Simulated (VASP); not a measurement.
# BeS (F-43m) in VASP: notebook

Runs on BeS. Level: PBE. Tasks: single point.

Everything below comes from runs of VASP 6.6.1. Logs are shortened: lines on timing, memory, paths and dates and some standing lists are left out, and cuts for length are marked.

### Step 1. The undisturbed crystal

The structure is cubic, space group F-43m (No. 216). The conventional cell has a = 4.876 Å, b = 4.876 Å, c = 4.876 Å, α = 90.00°, β = 90.00°, γ = 90.00°. Around Be (site symmetry -43m) lie 4 S at 2.11 Å. Around S (site symmetry -43m) lie 4 Be at 2.11 Å.

### Step 2. Single point, PBE (strained and moved within the space group)

Input file INCAR:

```
SYSTEM = BeS
ALGO = Normal ; EDIFF = 1E-6
ENCUT = 520 ; GGA = PE
ISIF = 2 ; ISMEAR = 0
LASPH = .True. ; LCHARG = .True.
LELF = .True. ; LREAL = .False.
LVHAR = .True. ; LWAVE = .False.
NBANDS = 11 ; NELM = 100
PREC = Accurate ; SIGMA = 0.02
```

Input file KPOINTS:

```
k-points
0
Gamma
  8 8 8
  0 0 0
```

Input file POSCAR:

```
BeS
1.0
    0.0000000000      2.4230600000      2.4230600000
    2.4230600000      0.0000000000      2.4230600000
    2.4230600000      2.4230600000      0.0000000000
Be S
1 1
Direct
    0.0000000000      0.0000000000      0.0000000000
    0.7500000000      0.7500000000      0.7500000000
```

Potentials or basis: VASP PAW PBE potentials, release 64 (Be, S).

On the command line:

```sh
cat potpaw_PBE.64/Be/POTCAR potpaw_PBE.64/S/POTCAR > POTCAR
mpirun -np 1 vasp_std > vasp.out
```

OUTCAR:

```text
SYSTEM = BeS
   EDIFF = 1E-6
   ENCUT = 520
   GGA = PE
   ISIF = 2
   ISMEAR = 0
   LASPH = .True.
   LREAL = .False.
   NELM = 100
   PREC = Accurate

 ion  position               nearest neighbor table
   1  0.000  0.000  0.000-   2 2.10   2 2.10   2 2.10   2 2.10
   2  0.750  0.750  0.750-   1 2.10   1 2.10   1 2.10   1 2.10

  LATTYP: Found a face centered cubic cell.
 ALAT       =     4.8461200000

  Lattice vectors:

 A1 = (   0.0000000000,   2.4230600000,   2.4230600000)
 A2 = (   2.4230600000,   0.0000000000,   2.4230600000)
 A3 = (   2.4230600000,   2.4230600000,   0.0000000000)

Analysis of symmetry for initial positions (statically):
=====================================================================
 Subroutine PRICEL returns:
 Original cell was already a primitive cell.

 Routine SETGRP: Setting up the symmetry group for a
 face centered cubic supercell.

 Subroutine GETGRP returns: Found 24 space group operations
 (whereof 24 operations were pure point group operations)
 out of a pool of 48 trial point group operations.

The static configuration has the point symmetry T_d .

Analysis of symmetry for dynamics (positions and initial velocities):
=====================================================================
 Subroutine PRICEL returns:
 Original cell was already a primitive cell.

 Routine SETGRP: Setting up the symmetry group for a
 face centered cubic supercell.

 Subroutine GETGRP returns: Found 24 space group operations
 (whereof 24 operations were pure point group operations)
 out of a pool of 48 trial point group operations.

The dynamic configuration has the point symmetry T_d .

 Subroutine INISYM returns: Found 24 space group operations
 (whereof 24 operations are pure point group operations),
 and found     1 'primitive' translations

----------------------------------------------------------------------------------------

                                     Primitive cell

  volume of cell :      28.4526

  direct lattice vectors                    reciprocal lattice vectors
     0.000000000  2.423060000  2.423060000    -0.206350648  0.206350648  0.206350648
     2.423060000  0.000000000  2.423060000     0.206350648 -0.206350648  0.206350648
     2.423060000  2.423060000  0.000000000     0.206350648  0.206350648 -0.206350648

  length of vectors
     3.426724314  3.426724314  3.426724314     0.357409806  0.357409806  0.357409806

  position of ions in fractional coordinates (direct lattice)
     0.000000000  0.000000000  0.000000000
     0.750000000  0.750000000  0.750000000

  ion indices of the primitive-cell ions
   primitive index   ion index
                 1           1
                 2           2

----------------------------------------------------------------------------------------

 KPOINTS: k-points

Automatic generation of k-mesh.
 Grid dimensions read from file:
 generate k-points for:    8    8    8

 Generating k-lattice:

  Cartesian coordinates                     Fractional coordinates (reciprocal lattice)
    -0.025793831  0.025793831  0.025793831     0.125000000  0.000000000  0.000000000
     0.025793831 -0.025793831  0.025793831     0.000000000  0.125000000  0.000000000
     0.025793831  0.025793831 -0.025793831     0.000000000  0.000000000  0.125000000

  Length of vectors
     0.044676226  0.044676226  0.044676226

  Shift w.r.t. Gamma in fractional coordinates (k-lattice)
     0.000000000  0.000000000  0.000000000

 Subroutine IBZKPT returns following result:
 ===========================================

 Found     29 irreducible k-points:

 Following reciprocal coordinates:
            Coordinates               Weight
  0.000000  0.000000  0.000000      1.000000
  0.125000  0.000000  0.000000      8.000000
  0.250000  0.000000  0.000000      8.000000
  0.375000  0.000000  0.000000      8.000000
  0.500000  0.000000  0.000000      4.000000
  0.125000  0.125000  0.000000      6.000000
[... 16 lines left out ...]
  0.500000  0.250000  0.125000     48.000000
 -0.375000  0.250000  0.125000     24.000000
 [... further k-points ...]
   k-points           NKPTS =     29   k-points in BZ     NKDIM =     29   number of bands    NBANDS=     11
   number of dos      NEDOS =    301   number of ions     NIONS =      2
   total plane-waves  NPLWV =  21952
   dimension x,y,z NGX =    28 NGY =   28 NGZ =   28
   dimension x,y,z NGXF=    56 NGYF=   56 NGZF=   56
   ions per type =               1   1
   NGX,Y,Z   is equivalent  to a cutoff of  13.58, 13.58, 13.58 a.u.
   NGXF,Y,Z  is equivalent  to a cutoff of  27.17, 27.17, 27.17 a.u.
 SYSTEM =  BeS
   PREC   = accura    normal or accurate (medium, high low for compatibility)
   ISTART =      0    job   : 0-new  1-cont  2-samecut
   ICHARG =      2    charge: 1-file 2-atom 10-const
   ISPIN  =      1    spin polarized calculation?
   LNONCOLLINEAR =      F non collinear calculations
   LSORBIT =      F    spin-orbit coupling
   LASPH  =      T    aspherical Exc in radial PAW
   ENCUT  =  520.0 eV  38.22 Ry    6.18 a.u.   6.37  6.37  6.37*2*pi/ulx,y,z
   NELM   =    100;   NELMIN=  2; NELMDL= -5     # of ELM steps
   EDIFF  = 0.1E-05   stopping-criterion for ELM
   LREAL  =      F    real-space projection
   EDIFFG = 0.1E-04   stopping-criterion for IOM
   NSW    =      0    number of steps for IOM
   IBRION =     -1    ionic relax: 0-MD 1-quasi-New 2-CG
   NFREE  =      0    steps in history (QN), initial steepest desc. (CG)
   ISIF   =      2    stress and relaxation
   ISYM   =      2    0-nonsym 1-usesym 2-fastsym
   POTIM  = 0.5000    time-step for ionic-motion
   TEBEG  =    0.0;   TEEND  =   0.0 temperature during run
   PSTRESS=    0.0 pullay stress
   NELECT =       8.0000    total number of electrons
   NUPDOWN=      -1.0000    fix difference up-down
   EMIN   =  10.00;   EMAX   =-10.00  energy-range for DOS
   EFERMI =   0.00;   METHOD = LEGACY
   ISMEAR =     0;   SIGMA  =   0.02  broadening in eV -4-tet -1-fermi 0-gaus
   EFERMI_NEDOS =   21; number of points for ismear=-14 and -15
   IALGO  =     38    algorithm
   IMIX   =      4    mixing-type and parameters
     AMIX     =   0.40;   BMIX     =  1.00
     AMIX_MAG =   1.60;   BMIX_MAG =  1.00
  volume/ion in A,a.u.               =      14.23        96.00
  Fermi-wavevector in a.u.,A,eV,Ry     =   1.072500  2.026731 15.650188  1.150256
  Thomas-Fermi vector in A             =   2.208272
   LORBIT       =      0    0 simple, 1 ext, 2 COOP (PROOUT), +10 PAW based schemes
   GGA     = PE    functional components
   LHFCALC =     F    Hartree Fock is set to
   AEXX    =    0.0000 exact exchange contribution
   IVDW    =     0    specifies the selected vdW correction
   LEPSILON=     F    determine dielectric tensor
   LRPA    =     F    only Hartree local field effects (RPA)
 non-spin polarized calculation
 Gauss-broadening in eV      SIGMA  =   0.02
  energy-cutoff  :      520.00
  volume of cell :       28.45
 maximum number of plane-waves:       778
 NGX is ok and might be reduce to    28
   NGX = 13   NGY = 13   NGZ = 13

 number of electron       7.9999999 magnetization

 Free energy of the ion-electron system (eV)
  ---------------------------------------------------
  ext. energy  EPLUGINS =         0.00000000
  ---------------------------------------------------
  free energy    TOTEN  =       -10.01025315 eV

  energy without entropy =      -10.01025315  energy(sigma->0) =      -10.01025315

 E-fermi :   4.2981     XC(G=0):  -9.7407

 val. band max:        4.1998084675   @ k =   0.0000   0.0000   0.0000
 cond. band min:       7.3052030101   @ k =   0.5000   0.5000   0.0000
 fundamental gap:      3.1053945425
 Fermi energy:         4.2981403349

 k-point     1 :       0.0000    0.0000    0.0000
  band No.  band energies     occupation
      1      -9.5092      2.00000
      2       4.1998      2.00000
      3       4.1998      2.00000
      4       4.1998      2.00000
      5       9.8686      0.00000
      6       9.8686      0.00000
      7       9.8686      0.00000
      8      10.1062      0.00000
      9      17.0183      0.00000
     10      17.0183      0.00000
     11      19.0909      0.00000

 k-point     2 :       0.1250    0.0000    0.0000
  band No.  band energies     occupation
      1      -9.3312      2.00000
      2       2.9958      2.00000
      3       3.9997      2.00000
      4       3.9997      2.00000
      5       9.8134      0.00000
      6      10.2261      0.00000
      7      10.2261      0.00000
      8      11.3806      0.00000
      9      16.3289      0.00000
     10      16.3289      0.00000
     11      18.9308      0.00000

 k-point     3 :       0.2500    0.0000    0.0000
  band No.  band energies     occupation
      1      -8.8409      2.00000
      2       0.8869      2.00000
      3       3.6009      2.00000
      4       3.6009      2.00000
      5       9.7641      0.00000
      6      10.7721      0.00000
      7      10.7721      0.00000
      8      13.4922      0.00000
      9      16.0913      0.00000
     10      16.0913      0.00000
     11      18.4783      0.00000
[... 267 lines left out ...]
 k-point    23 :       0.5000    0.2500    0.1250
  band No.  band energies     occupation
      1      -7.8913      2.00000
      2      -0.5107      2.00000
      3       1.5110      2.00000
      4       2.6024      2.00000
      5      10.2028      0.00000
      6      11.0279      0.00000
      7      12.6841      0.00000
      8      13.4988      0.00000
      9      16.8564      0.00000
     10      18.6253      0.00000
     11      20.7052      0.00000

 k-point    24 :      -0.3750    0.2500    0.1250
  band No.  band energies     occupation
      1      -7.6153      2.00000
      2      -1.0681      2.00000
      3       1.4166      2.00000
      4       2.3556      2.00000
      5      10.2981      0.00000
      6      10.7973      0.00000
      7      13.3484      0.00000
      8      14.7311      0.00000
      9      15.6637      0.00000
     10      19.5421      0.00000
     11      20.2025      0.00000

 [... further k-points ...]

------------------------ aborting loop because EDIFF is reached ----------------------------------------

  FORCE on cell =-STRESS in cart. coord.  units (eV):
  Direction    XX          YY          ZZ          XY          YZ          ZX
  --------------------------------------------------------------------------------------
  -------------------------------------------------------------------------------------
  Total        0.3190876      0.3190876      0.3190876      0.0000000      0.0000000     -0.0000000
  in kB       17.9679296     17.9679296     17.9679296      0.0000000      0.0000000     -0.0000000
  external PRESSURE =      17.9679296 kB  Pullay stress =       0.0000000 kB

 VOLUME and BASIS-vectors are now :
 -----------------------------------------------------------------------------
  energy-cutoff  :      520.00
  volume of cell :       28.45
      direct lattice vectors                 reciprocal lattice vectors
     0.000000000  2.423060000  2.423060000    -0.206350648  0.206350648  0.206350648
     2.423060000  0.000000000  2.423060000     0.206350648 -0.206350648  0.206350648
     2.423060000  2.423060000  0.000000000     0.206350648  0.206350648 -0.206350648

 POSITION                                       TOTAL-FORCE (eV/Angst)
 -----------------------------------------------------------------------------------
      0.00000      0.00000      0.00000         0.000000      0.000000      0.000000
      3.63459      3.63459      3.63459        -0.000000     -0.000000     -0.000000
 -----------------------------------------------------------------------------------
    total drift:                               -0.000000     -0.000000     -0.000000

  FREE ENERGIE OF THE ION-ELECTRON SYSTEM (eV)
  ---------------------------------------------------
  free  energy   TOTEN  =       -10.0102531534 eV

  energy  without entropy=      -10.0102531534  energy(sigma->0) =      -10.01025315
```

Run time: 5.6 s. Hardware: 1 thread of Intel Xeon 6975P-C (Granite Rapids), shared host; peak memory 0.15 GiB.

Results:

```yaml
Free_energy: -10.0103 eV
Pressure: 1.8 GPa
Band_gap_on_the_k_mesh: 3.11 eV, indirect (least direct gap 5.67 eV)
```

A k mesh can miss the band edges.

(Continued in part 2 of 2.)
